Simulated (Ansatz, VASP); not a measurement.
One calculation of SnTe, two programs

```xyz
2
Lattice="0.0000 3.1855 3.1855 3.1855 0.0000 3.1855 3.1855 3.1855 0.0000" Properties=species:S:1:pos:R:3 pbc="T T T"
Sn    3.1855    3.1855    3.1855
Te    0.0000    0.0000    0.0000
```

Alike in both runs: task single point; functional PBEsol; k mesh 8 × 8 × 8; occupations gaussian, width 0.05 eV; no spin polarisation.

|  | VASP | Ansatz |
| --- | --- | --- |
| version | VASP 6.6.1 | Ansatz 0.2.0 |
| potentials or method | VASP PAW PBE potentials, release 64 (Sn_d, Te) | scalar-relativistic, plane waves, PAW |
| plane-wave cutoff (eV) | 520 | 420 |
| valence electrons in the cell | 20 | 30 |

```tsv
	VASP	Ansatz	Ansatz less VASP
gap on the k mesh at the Fermi level (eV)	0.05	0.05	-0.001
least direct gap on the mesh (eV)	0.05	0.05	-0.001
pressure (GPa)	-1.7	-1.7	+0.03
```

The two sets of potentials don't hold the same shells in valence.

Caveats: the PAW data sets were made with another functional, which shifts forces and pressure a little (VASP); spin-orbit coupling is left out, which moves the levels of the heavy elements.
